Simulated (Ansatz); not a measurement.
SnSe$_{2}$: symmetry broken, then relaxed

The calculation used DFT PBE+D3(BJ), scalar-relativistic, plane waves, PAW in Ansatz 0.2.0. Cutoff 420 eV, Γ-centred 8×4×4 k-points, Gaussian smearing of 0.03 eV. No spin polarisation. Energies are free energies at this smearing, counted from the undisturbed cell; pressure is positive in compression.

The undisturbed cell (relaxed at this level):

```
CELL_PARAMETERS angstrom
-3.83905 0.00000 0.00000
0.00000 0.00000 -6.01163
0.00000 -6.64943 0.00000
ATOMIC_POSITIONS crystal
Sn 0.50000 0.00000 0.50000
Sn 0.00000 0.00000 0.00000
Se 0.50000 0.73485 0.16667
Se 0.00000 0.73485 0.66667
Se 0.00000 0.26515 0.33333
Se 0.50000 0.26515 0.83333
```

The atoms are displaced (Å, in the unstrained cell):

```tsv
atom	ux	uy	uz
Sn1	-0.257	-0.119	-0.557
Sn2	0.051	0.024	0.111
Se3	0.051	0.024	0.111
Se4	0.051	0.024	0.111
Se5	0.051	0.024	0.111
Se6	0.051	0.024	0.111
```

Cell and atoms are then relaxed.

Does the relaxation return to the undisturbed structure?

Yes (up to a choice of domain or origin): same space group and volume, and an energy 0.0 meV/atom from it. The disturbance itself cost 432.9 meV/atom. The final space group reads P-3m1 (tolerance 0.05 Å) and the volume changes by -0.05 %.

Final structure:

```xyz
6
Lattice="-3.8397 0.0008 -0.0066 -0.0103 -0.0023 -6.0072 0.0013 -6.6500 -0.0025" Properties=species:S:1:pos:R:3 pbc="T T T"
Sn   -1.9199   -3.3249   -0.0061
Sn   -3.8483   -6.6511   -6.0148
Se   -1.9301   -1.1115   -4.4173
Se   -0.0114   -4.4349   -4.4155
Se   -3.8375   -2.2149   -1.6014
Se   -1.9178   -5.5418   -1.5985
```

The relaxation, step by step (energy from the first step; small jumps at an unchanged geometry come where the plane waves are selected anew for the new cell):

| step | ΔE (meV/atom) | largest force component (eV/Å) | pressure (GPa) |
| --- | --- | --- | --- |
| 1 | 0.0 | 6.227 | 6.81 |
| 2 | -342.7 | 2.170 | -0.04 |
| 3 | -401.5 | 1.252 | 0.12 |
| 4 | -431.1 | 0.222 | 0.25 |
| 5 | -432.9 | 0.008 | 0.02 |
| 6 | -432.9 | 0.008 | 0.01 |

Frames along the relaxation (Å, eV/Å):

```xyz
6
Lattice="-3.839 0.000 0.000 0.000 0.000 -6.012 0.000 -6.649 0.000" Properties=species:S:1:pos:R:3:forces:R:3 pbc="T T T" step=1
Sn   -2.176   -3.443   -0.557    3.042    0.520    6.227
Sn    0.051    0.024    0.111   -0.058    0.215    2.528
Se   -1.868   -1.084   -4.306    0.021   -0.221   -1.017
Se    0.051   -4.409   -4.306    0.230    0.205   -1.317
Se    0.051   -2.193   -1.483   -3.727    2.952   -3.458
Se   -1.868   -5.517   -1.483    0.491   -3.671   -2.962
6
Lattice="-3.859 0.012 -0.008 -0.012 -0.004 -6.011 0.021 -6.716 -0.004" Properties=species:S:1:pos:R:3:forces:R:3 pbc="T T T" step=2
Sn   -2.128   -3.458   -0.379    0.908    0.229    2.170
Sn    0.050    0.034    0.235   -0.020    0.164    0.076
Se   -1.885   -1.118   -4.358   -0.117   -0.453   -0.321
Se    0.066   -4.433   -4.363    0.017    0.349   -0.866
Se   -0.015   -2.145   -1.590   -0.828    0.477   -0.668
Se   -1.851   -5.659   -1.590    0.040   -0.767   -0.392
6
Lattice="-3.842 -0.010 -0.043 -0.068 -0.036 -5.994 -0.017 -6.666 -0.040" Properties=species:S:1:pos:R:3:forces:R:3 pbc="T T T" step=3
Sn   -2.026   -3.399   -0.256    0.638    0.173    1.252
Sn    0.006    0.020    0.168    0.035    0.089   -0.300
Se   -1.982   -1.185   -4.398   -0.016   -0.286   -0.131
Se   -0.066   -4.438   -4.413   -0.104    0.235   -0.388
Se    0.030   -2.164   -1.610   -0.533    0.316   -0.326
Se   -1.903   -5.587   -1.643   -0.021   -0.527   -0.107
6
Lattice="-3.830 -0.009 -0.012 -0.019 -0.005 -6.032 -0.015 -6.635 -0.006" Properties=species:S:1:pos:R:3:forces:R:3 pbc="T T T" step=4
Sn   -1.937   -3.332   -0.046    0.114    0.037    0.222
Sn    0.001    0.002    0.032    0.010    0.026   -0.093
Se   -1.925   -1.127   -4.440   -0.020   -0.046    0.011
Se   -0.058   -4.420   -4.440    0.058    0.043   -0.032
Se    0.031   -2.201   -1.600   -0.168    0.067   -0.068
Se   -1.932   -5.531   -1.602    0.005   -0.127   -0.041
6
Lattice="-3.840 0.001 -0.007 -0.010 -0.002 -6.007 0.001 -6.650 -0.003" Properties=species:S:1:pos:R:3:forces:R:3 pbc="T T T" step=5
Sn   -1.920   -3.325   -0.006    0.004    0.002    0.003
Sn    0.000    0.000    0.002    0.000   -0.003   -0.002
Se   -1.930   -1.111   -4.417   -0.003    0.000    0.006
Se   -0.011   -4.435   -4.415    0.001   -0.002    0.005
Se    0.002   -2.216   -1.595   -0.003    0.002   -0.004
Se   -1.918   -5.542   -1.598    0.001    0.001   -0.008
6
Lattice="-3.840 0.001 -0.007 -0.010 -0.002 -6.007 0.001 -6.650 -0.003" Properties=species:S:1:pos:R:3:forces:R:3 pbc="T T T" step=6
Sn   -1.920   -3.325   -0.006    0.004    0.002    0.003
Sn    0.000    0.000    0.002    0.000   -0.003   -0.002
Se   -1.930   -1.111   -4.417   -0.003    0.000    0.006
Se   -0.011   -4.435   -4.415    0.001   -0.002    0.005
Se    0.002   -2.216   -1.595   -0.003    0.002   -0.004
Se   -1.918   -5.542   -1.598    0.001    0.001   -0.008
```

Cost: 3 runs of about 6.8 core-minutes in all, on Intel Xeon Platinum 8259CL (Skylake/Cascade Lake) (shared hosts).